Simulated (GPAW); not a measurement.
# WS2 in GPAW: notebook

Runs on WS2. Level: LDA. Tasks: band structure, equation of state.

Program: GPAW 26.7.0. These are calculated values, not measurements. Logs are shortened: lines on timing, memory, paths and dates and some standing lists are left out, and cuts for length are marked. The log counts tension as positive stress, the text compression.

**1. Starting point**

The cell holds a slab with vacuum, 6 atoms: a = 3.183 Å, b = 3.183 Å, c = 23.669 Å, α = 90.00°, β = 90.00°, γ = 120.00°.

**2. Band structure, LDA**

Contents of run.py:

```python
from ase import Atoms
from ase.dft.bandgap import bandgap
from ase.io import write
from ase.units import GPa
from gpaw import GPAW, PW

atoms = Atoms(['W', 'W', 'S', 'S', 'S', 'S'],
              cell=[[3.1832085602, 0.0, 0.0],
                    [-1.5916042801, 2.7567394786, 0.0],
                    [0.0, 0.0, 23.66876325]],
              scaled_positions=[[0.6666666667, 0.3333333333, 0.36268246],
                                [0.3333333333, 0.6666666667, 0.63731754],
                                [0.6666666667, 0.3333333333, 0.70318389],
                                [0.3333333333, 0.6666666667, 0.42855817],
                                [0.6666666667, 0.3333333333, 0.57144183],
                                [0.3333333333, 0.6666666667, 0.29681611]],
              pbc=True)

calc = GPAW(mode=PW(600),
            xc='LDA',
            kpts={'size': (6, 6, 1), 'gamma': True},
            occupations={'name': 'fermi-dirac', 'width': 0.05},
            nbands=46,
            convergence={'density': 1e-05, 'energy': 1e-05},
            maxiter=150,
            txt='gpaw.txt')
atoms.calc = calc
energy = atoms.get_potential_energy()
forces = atoms.get_forces()
stress = atoms.get_stress()
calc.write('gs.gpw')
write('result.traj', atoms)
print(f'Energy: {energy:.6f} eV')
print('Forces (eV/A):')
print(forces.round(4))
print('Stress (GPa):', (stress / GPa).round(3))
print('Fermi level:', round(calc.get_fermi_level(), 4), 'eV')
print(f'Gap: {bandgap(calc)[0]:.4f} eV, direct: {bandgap(calc, direct=True)[0]:.4f} eV')

path = atoms.cell.bandpath('GMKGALHA,LM,KH', npoints=61, eps=1e-4)
bs_calc = calc.fixed_density(kpts=path, symmetry='off', nbands=79,
                             convergence={'bands': 'CBM+6.0', 'eigenstates': 1e-6}, txt='bands.txt')
bs = bs_calc.band_structure()
bs.write('bs.json')
print(f'Gap on the path: {bandgap(bs_calc)[0]:.4f} eV')
```

Potentials or basis: the program's PAW data sets (release 1.2.1) made for this functional, pw.

Run with:

```console
$ OMP_NUM_THREADS=1 python run.py
```

gpaw.txt:

```text
__  _  _
 | _ |_)|_||  |
 |__||  | ||/\| - 26.7.0

Input parameters:
  mode=PW(ecut=600.0),
  convergence={'density': 1e-05, 'energy': 1e-05},
  kpts=MonkhorstPack(size=(6, 6, 1), gamma=True),
  maxiter=150,
  nbands=46,
  occupations=Occupations(name='fermi-dirac', width=0.05),
  xc=XC(name='LDA')

Diagonalizing LCAO Hamiltonian
Converting LCAO to pw mode

           S

        W

           S

        S

           W

        S

Atoms  # Å, Bohr magnetons
|   | symbol |         x |        y |         z |    initial magnetic moments |
|---|--------|-----------|----------|-----------|-----------------------------|
| 0 |      W |  1.591604 | 0.918913 |  8.584245 | ( 0.0000,  0.0000,  0.0000) |
| 1 |      W | -0.000000 | 1.837826 | 15.084518 | ( 0.0000,  0.0000,  0.0000) |
| 2 |      S |  1.591604 | 0.918913 | 16.643493 | ( 0.0000,  0.0000,  0.0000) |
| 3 |      S | -0.000000 | 1.837826 | 10.143442 | ( 0.0000,  0.0000,  0.0000) |
| 4 |      S |  1.591604 | 0.918913 | 13.525321 | ( 0.0000,  0.0000,  0.0000) |
| 5 |      S | -0.000000 | 1.837826 |  7.025270 | ( 0.0000,  0.0000,  0.0000) |

Unit cell  # Å
| periodic |         x |        y |         z |   lengths |     angles |
|----------|-----------|----------|-----------|-----------|------------|
|      yes |  3.183209 | 0.000000 |  0.000000 |  3.183209 |  90.000000 |
|      yes | -1.591604 | 2.756739 |  0.000000 |  3.183209 |  90.000000 |
|      yes |  0.000000 | 0.000000 | 23.668763 | 23.668763 | 120.000000 |

Number of symmetries: 12
Symmetry operations  # r_c * U_cc + t_c -> r_c
|    | kind |            matrix            |
|----|------|------------------------------|
|  0 |  σ   |  1, 1, 0,  0,-1, 0,  0, 0, 1 |
|  1 |  S6  |  1, 1, 0, -1, 0, 0,  0, 0,-1 |
|  2 |  E   |  1, 0, 0,  0, 1, 0,  0, 0, 1 |
|  3 |  C2  |  1, 0, 0, -1,-1, 0,  0, 0,-1 |
|  4 |  C2  |  0, 1, 0,  1, 0, 0,  0, 0,-1 |
|  5 |  C3  |  0, 1, 0, -1,-1, 0,  0, 0, 1 |
|  6 |  S6  |  0,-1, 0,  1, 1, 0,  0, 0,-1 |
|  7 |  σ   |  0,-1, 0, -1, 0, 0,  0, 0, 1 |
|  8 |  σ   | -1, 0, 0,  1, 1, 0,  0, 0, 1 |
|  9 |  i   | -1, 0, 0,  0,-1, 0,  0, 0,-1 |
| 10 |  C3  | -1,-1, 0,  1, 0, 0,  0, 0, 1 |
| 11 |  C2  | -1,-1, 0,  0, 1, 0,  0, 0,-1 |

BZ-sampling:
  Number of BZ points: 36
  Number of IBZ points: 7

  Monkhorst-Pack size: [6, 6, 1]
  Monkhorst-Pack shift: [0.08333333333333333, 0.08333333333333333, 0.0]

K-points  # in reciprocal-cell coordinates
|   |                                coordinates |     weight |
|---|--------------------------------------------|------------|
| 0 | (  0.00000000,   0.00000000,   0.00000000) | 0.02777778 |
| 1 | (  0.16666667,   0.00000000,   0.00000000) | 0.16666667 |
| 2 | (  0.33333333,  -0.16666667,   0.00000000) | 0.16666667 |
| 3 | (  0.33333333,   0.00000000,   0.00000000) | 0.16666667 |
| 4 | (  0.33333333,   0.33333333,   0.00000000) | 0.05555556 |
| 5 | (  0.50000000,   0.33333333,   0.00000000) | 0.33333333 |
| 6 | (  0.50000000,   0.50000000,   0.00000000) | 0.08333333 |

Plane wave coefficients: 6975
Cutoff: 600.0 eV

Spin-components: 1 (collinear spins)
Bands:           46
Projectors:      32
Spin-degeneracy: 2
Datatype:        complex128

Parallelization:
  kpt:    1
  domain: 1
  band:   1

Density:
  Valence electrons: 52.0
  Components: 1
  Grid points: [ 18  18 135]
  Charge: 0.0  # |e|

Potential:
  Grid points: [ 18  18 135]

species:
  W:
    name:    Tungsten
    Z:       74.0
    valence: 14
    core:    60
    charge:  0.0  # [|e|]
    compensation charges:
      type: gauss
      rc: 0.40  # [Å]
      lmax: 2
    cutoffs:
      filter: 2.36  # [Å]
      core: 3.02  # [Å]
    projectors
    | kind |    occ | energy [eV] | rcut [Å] |
    |------|--------|-------------|----------|
    |   5s |  2.000 |     -79.053 |    1.344 |
    |   6s |  2.000 |      -5.886 |    1.344 |
    |   5p |  6.000 |     -43.417 |    1.355 |
    |   6p |  0.000 |      -1.469 |    1.355 |
    |   5d |  4.000 |      -4.693 |    1.228 |
    |    d |        |      22.518 |    1.228 |

    Using partial waves for W as LCAO basis

  S:
    name:    Sulfur
    Z:       16.0
    valence: 6
    core:    10
    charge:  0.0  # [|e|]
    compensation charges:
      type: gauss
      rc: 0.24  # [Å]
      lmax: 2
    cutoffs:
      filter: 1.77  # [Å]
      core: 1.66  # [Å]
    projectors
    | kind |    occ | energy [eV] | rcut [Å] |
    |------|--------|-------------|----------|
    |   3s |  2.000 |     -17.278 |    0.974 |
    |   3p |  4.000 |      -7.106 |    0.979 |
    |    s |        |       9.933 |    0.974 |
    |    p |        |      20.105 |    0.979 |
    |    d |        |       0.000 |    0.900 |

    Using partial waves for S as LCAO basis

Reference energy: -920330.548201  # eV

eigensolver:
  PPCG
  Converge bands: occupied
  niter=2

density mixing:
  MSR1-Mixer
  Pratt-step length: 0.05
  Maximum mixing coefficient: 0.75
  Old densities: 10
  SVD Regularization: 0.005
  Good broyden scale: 1.0
  Trust region scale: 1.0
  Backstep threshold: 4.0
  History deletion threshold: 6.0
  Fourier metric: weight=20.0, sigma=0.015

occupation numbers:
  Fermi-Dirac:
    width: 0.0500  # eV

poisson solver:
  ecut: 4800.0  # eV

xc functional:
  name: None

convergence criteria:
- Maximum integral of absolute [dens]ity change: 1e-05 electrons / valence electron
- Maximum [total energy] change in last 3 cyles: 1e-05 eV / valence electron
- Maximum integral of absolute [eigenst]ate change: 4e-08 eV^2 / valence electron
maximum number of iterations: 150

SCF iterations
|iter     | |      energy | eigst |  dens |
|---------|-|-------------|-------|-------|
|iter:   1| |  -50.198386 | +0.40 |       |
|iter:   2| |  -50.383955 | -1.25 | -1.20 |
|iter:   3| |  -50.776319 | -1.08 | -1.23 |
|iter:   4| |  -49.992837 | -1.65 | -1.27 |
|iter:   5| |  -49.922751 | -1.85 | -1.57 |
|iter:   6| |  -49.747397 | -2.38 | -1.71 |
|iter:   7| |  -49.719195 | -3.36 | -1.98 |
|iter:   8| |  -49.718812 | -4.15 | -2.70 |
|iter:   9| |  -49.718818c| -5.04 | -3.30 |
|iter:  10| |  -49.718816c| -5.68 | -4.01 |
|iter:  11| |  -49.718816c| -6.13 | -4.57 |
|iter:  12| |  -49.718816c| -6.69 | -5.23c|
|iter:  13| |  -49.718816c| -7.06 | -5.63c|
|iter:  14| |  -49.718816c| -7.55c| -6.35c|

Converged in 14 steps
Energy contributions relative to reference atoms: (reference = -920330.548201)

Energy contributions:
  Kinetic:          24.054515
  Coulomb:         -29.104561
  Zero:              0.198828
  External:          0.000000
  Xc:              -44.867598
  Entropy:          -0.000000
  Spinorbit:         0.000000
  ----------------------------
  Free energy:     -49.718816
  Extrapolated:    -49.718816

dipole moment: (0.000004, 0.000006, 0.000056)  # |e|*Ang

Fermi level: 2.146
Eigenvalues  # (at kpt = [0.000, 0.000, 0.000])
| band index |      eig [eV] | occ [0-2] |
|------------|---------------|-----------|
|          0 |       -72.617 |     2.000 |
|        ... |               |           |
|         18 |        -1.326 |     2.000 |
|         19 |        -0.514 |     2.000 |
|         20 |        -0.503 |     2.000 |
|         21 |        -0.503 |     2.000 |
|         22 |        -0.492 |     2.000 |
|         23 |        -0.492 |     2.000 |
[... 8 lines left out ...]
|         32 |         4.256 |     0.000 |
|         33 |         4.256 |     0.000 |
|        ... |               |           |
|         45 |        11.536 |     0.000 |

Gap: 1.428 eV
Transition (v -> c):
  (s=0, k=0, n=25, [0.00, 0.00, 0.00]) -> (s=0, k=4, n=26, [0.33, 0.33, 0.00])
Direct/indirect transitions are different
Direct gap: 1.749 eV
Transition at: (s=0, k=4, n=25, [0.33, 0.33, 0.00])

Forces  # eV/Ang
|        x |        y |        z |
|----------|----------|----------|
| -0.00000 | -0.00000 | -0.00340 |  # W    0
| -0.00000 |  0.00000 |  0.00340 |  # W    1
|  0.00000 | -0.00000 | -0.43759 |  # S    2
|  0.00000 |  0.00000 | -0.34871 |  # S    3
|  0.00000 | -0.00000 |  0.34871 |  # S    4
|  0.00000 |  0.00000 |  0.43759 |  # S    5

Stress tensor  # eV/Ang^3
|        x |        y |        z |
|----------|----------|----------|
| 0.022906 | 0.000000 | 0.000000 |
| 0.000000 | 0.022906 | 0.000000 |
| 0.000000 | 0.000000 | 0.014775 |

# Writing to gs.gpw (mode='')
```

Run time: 13 min. Hardware: 1 thread of Intel Xeon at 2.50GHz (Skylake/Cascade Lake), shared host; peak memory 0.97 GiB.

Results:

```yaml
Free_energy: -49.7188 eV
Largest_force: 0.438 eV/Å
Band_gap_on_the_k_mesh: 1.43 eV, indirect (least direct gap 1.75 eV)
Band_gap_along_the_path: 1.43 eV, indirect (least direct gap 1.75 eV)
```

Forces on the atoms (eV/Å):
```
W    0.000  0.000 -0.003
W    0.000  0.000  0.003
S    0.000  0.000 -0.438
S    0.000  0.000 -0.349
S    0.000  0.000  0.349
S    0.000  0.000  0.438
```

Stress tensor (GPa, compression positive):
```
-3.67  0.00  0.00
 0.00 -3.67  0.00
 0.00  0.00 -2.37
```

Levels at the corners of the path, in eV from the valence-band top:
```csv
point,band 23,band 24,band 25,band 26,band 27,band 28,band 29,band 30
Γ,-1.96,-1.96,-0.51,0.00,2.55,2.55,2.56,2.56
M,-1.60,-1.56,-1.25,-1.20,2.46,2.48,2.89,2.98
K,-2.61,-2.61,-0.38,-0.32,1.43,1.43,2.77,3.19
Γ,-1.96,-1.96,-0.51,0.00,2.55,2.55,2.56,2.56
A,-1.96,-1.96,-0.51,0.00,2.55,2.55,2.56,2.56
L,-1.60,-1.56,-1.25,-1.20,2.46,2.48,2.89,2.98
H,-2.61,-2.61,-0.38,-0.32,1.43,1.43,2.77,3.19
A,-1.96,-1.96,-0.51,0.00,2.55,2.55,2.56,2.56
L,-1.60,-1.56,-1.25,-1.20,2.46,2.48,2.89,2.98
M,-1.60,-1.56,-1.25,-1.20,2.46,2.48,2.89,2.98
K,-2.61,-2.61,-0.38,-0.32,1.43,1.43,2.77,3.19
H,-2.61,-2.61,-0.38,-0.32,1.43,1.43,2.77,3.19
```

Caveat: spin-orbit coupling is left out, which moves the levels of the heavy elements.

**3. Equation of state, LDA**

Contents of run.py:

```python
from ase import Atoms
from ase.eos import EquationOfState
from ase.io import Trajectory
from ase.units import GPa
from gpaw import GPAW, PW

atoms = Atoms(['W', 'W', 'S', 'S', 'S', 'S'],
              cell=[[3.1832085602, 0.0, 0.0],
                    [-1.5916042801, 2.7567394786, 0.0],
                    [0.0, 0.0, 23.66876325]],
              scaled_positions=[[0.6666666667, 0.3333333333, 0.36268246],
                                [0.3333333333, 0.6666666667, 0.63731754],
                                [0.6666666667, 0.3333333333, 0.70318389],
                                [0.3333333333, 0.6666666667, 0.42855817],
                                [0.6666666667, 0.3333333333, 0.57144183],
                                [0.3333333333, 0.6666666667, 0.29681611]],
              pbc=True)

traj = Trajectory('eos.traj', 'w')
volumes, energies = [], []
for x in [0.94, 0.96, 0.98, 1.0, 1.02, 1.04, 1.06]:
    a = atoms.copy()
    a.set_cell(atoms.cell * x**(1 / 3), scale_atoms=True)
    calc = GPAW(mode=PW(600),
                xc='LDA',
                kpts={'size': (6, 6, 1), 'gamma': True},
                occupations={'name': 'fermi-dirac', 'width': 0.05},
                nbands=46,
                convergence={'density': 1e-05, 'energy': 1e-05},
                maxiter=150,
                txt=f'eos-{x:.2f}.txt')
    a.calc = calc
    energies.append(a.get_potential_energy(force_consistent=True))
    volumes.append(a.get_volume())
    p = -a.get_stress()[:3].mean() / GPa
    calc.write(f'eos-{x:.2f}.gpw')
    traj.write(a)
    print(f'{x:.2f} {volumes[-1]:10.4f} A^3 {energies[-1]:14.6f} eV {p:9.3f} GPa', flush=True)

v0, e0, B = EquationOfState(volumes, energies, eos='birchmurnaghan').fit()
print(f'V0 = {v0:.4f} A^3, E0 = {e0:.6f} eV, B0 = {B / GPa:.2f} GPa')
```

Potentials or basis: the program's PAW data sets (release 1.2.1) made for this functional, pw.

Run with:

```console
$ OMP_NUM_THREADS=1 python run.py
```

What it wrote:

```text
__  _  _
 | _ |_)|_||  |
 |__||  | ||/\| - 26.7.0

Input parameters:
  mode=PW(ecut=600.0),
  convergence={'density': 1e-05, 'energy': 1e-05},
  kpts=MonkhorstPack(size=(6, 6, 1), gamma=True),
  maxiter=150,
  nbands=46,
  occupations=Occupations(name='fermi-dirac', width=0.05),
  xc=XC(name='LDA')

Diagonalizing LCAO Hamiltonian
Converting LCAO to pw mode

           S

        W

           S

        S

           W

        S

Atoms  # Å, Bohr magnetons
|   | symbol |         x |        y |         z |    initial magnetic moments |
|---|--------|-----------|----------|-----------|-----------------------------|
| 0 |      W |  1.570093 | 0.906494 |  8.468228 | ( 0.0000,  0.0000,  0.0000) |
| 1 |      W | -0.000000 | 1.812988 | 14.880648 | ( 0.0000,  0.0000,  0.0000) |
| 2 |      S |  1.570093 | 0.906494 | 16.418553 | ( 0.0000,  0.0000,  0.0000) |
| 3 |      S | -0.000000 | 1.812988 | 10.006352 | ( 0.0000,  0.0000,  0.0000) |
| 4 |      S |  1.570093 | 0.906494 | 13.342524 | ( 0.0000,  0.0000,  0.0000) |
| 5 |      S | -0.000000 | 1.812988 |  6.930323 | ( 0.0000,  0.0000,  0.0000) |

Unit cell  # Å
| periodic |         x |        y |         z |   lengths |     angles |
|----------|-----------|----------|-----------|-----------|------------|
|      yes |  3.140187 | 0.000000 |  0.000000 |  3.140187 |  90.000000 |
|      yes | -1.570093 | 2.719482 |  0.000000 |  3.140187 |  90.000000 |
[... 141 lines left out ...]
- Maximum [total energy] change in last 3 cyles: 1e-05 eV / valence electron
- Maximum integral of absolute [eigenst]ate change: 4e-08 eV^2 / valence electron
maximum number of iterations: 150

SCF iterations
|iter     | |      energy | eigst |  dens |
|---------|-|-------------|-------|-------|
|iter:   1| |  -50.267657 | +0.44 |       |
|iter:   2| |  -50.489932 | -1.21 | -1.20 |
|iter:   3| |  -52.252256 | -0.80 | -1.23 |
|iter:   4| |  -49.854761 | -1.04 | -1.11 |
|iter:   5| |  -49.817857 | -2.62 | -1.62 |
|iter:   6| |  -49.933878 | -2.55 | -1.86 |
|iter:   7| |  -49.798272 | -2.88 | -1.82 |
|iter:   8| |  -49.797782 | -4.02 | -2.70 |
|iter:   9| |  -49.797798c| -4.93 | -3.30 |
|iter:  10| |  -49.797799c| -5.65 | -4.12 |
|iter:  11| |  -49.797799c| -6.11 | -4.62 |
|iter:  12| |  -49.797799c| -6.65 | -5.11c|
|iter:  13| |  -49.797799c| -7.08 | -5.67c|
|iter:  14| |  -49.797799c| -7.53c| -6.41c|

Converged in 14 steps
Energy contributions relative to reference atoms: (reference = -920330.548201)

Energy contributions:
  Kinetic:          44.213825
  Coulomb:         -45.746124
  Zero:              0.155737
  External:          0.000000
  Xc:              -48.421237
  Entropy:          -0.000000
  Spinorbit:         0.000000
  ----------------------------
  Free energy:     -49.797799
  Extrapolated:    -49.797799

dipole moment: (0.000004, 0.000006, 0.000055)  # |e|*Ang

Fermi level: 2.479
Eigenvalues  # (at kpt = [0.000, 0.000, 0.000])
| band index |      eig [eV] | occ [0-2] |
|------------|---------------|-----------|
|          0 |       -72.239 |     2.000 |
|        ... |               |           |
|         18 |        -1.129 |     2.000 |
|         19 |        -0.267 |     2.000 |
|         20 |        -0.267 |     2.000 |
|         21 |        -0.267 |     2.000 |
|         22 |        -0.256 |     2.000 |
|         23 |        -0.256 |     2.000 |
[... 8 lines left out ...]
|         32 |         4.727 |     0.000 |
|         33 |         4.727 |     0.000 |
|        ... |               |           |
|         45 |        11.930 |     0.000 |

Gap: 1.482 eV
Transition (v -> c):
  (s=0, k=0, n=25, [0.00, 0.00, 0.00]) -> (s=0, k=4, n=26, [0.33, 0.33, 0.00])
Direct/indirect transitions are different
Direct gap: 1.840 eV
Transition at: (s=0, k=4, n=25, [0.33, 0.33, 0.00])

Stress tensor  # eV/Ang^3
|         x |         y |         z |
|-----------|-----------|-----------|
|  0.001964 | -0.000000 |  0.000000 |
| -0.000000 |  0.001964 |  0.000000 |
|  0.000000 |  0.000000 | -0.008100 |

# Writing to eos-0.96.gpw (mode='')
```

eos-0.94.txt:

```text
SCF iterations
|iter     | |      energy | eigst |  dens |
|---------|-|-------------|-------|-------|
|iter:   1| |  -50.224657 | +0.48 |       |
|iter:   2| |  -50.476488 | -1.18 | -1.20 |
|iter:   3| |  -54.126209 | -0.57 | -1.23 |
|iter:   4| |  -49.950017 | -0.74 | -0.99 |
[... 52 lines left out ...]

Gap: 1.509 eV
Transition (v -> c):
  (s=0, k=0, n=25, [0.00, 0.00, 0.00]) -> (s=0, k=4, n=26, [0.33, 0.33, 0.00])
Direct/indirect transitions are different
Direct gap: 1.887 eV
Transition at: (s=0, k=4, n=25, [0.33, 0.33, 0.00])

Stress tensor  # eV/Ang^3
|         x |         y |         z |
|-----------|-----------|-----------|
| -0.010420 |  0.000000 |  0.000000 |
| -0.000000 | -0.010420 |  0.000000 |
|  0.000000 |  0.000000 | -0.021528 |

# Writing to eos-0.94.gpw (mode='')
```

It took 12 min on 1 thread of Intel Xeon at 2.50GHz (Skylake/Cascade Lake), shared host; peak memory 0.52 GiB.

Results:

| Quantity | Value |
| --- | --- |
| Equilibrium volume | 33.33 Å³/atom |
| Bulk modulus at fixed shape and positions | 91 GPa |
| Pressure derivative of the bulk modulus | 4.4 |

Energy against volume, from the lowest point:
| volume (Å³/atom) | energy (meV/atom) |
| --- | --- |
| 32.540 | 5.50 |
| 33.232 | 0.00 |
| 33.924 | 2.85 |
| 34.617 | 13.16 |
| 35.309 | 30.16 |
| 36.001 | 53.12 |
| 36.694 | 81.42 |

Caveat: the k mesh is coarse (spacing up to 0.38 Å⁻¹), so the values aren't converged; the cell was scaled at fixed shape and fractional positions, which overstates the stiffness of a crystal with free parameters, most of all of layers and chains. Spin-orbit coupling is left out, which matters for the levels of W.
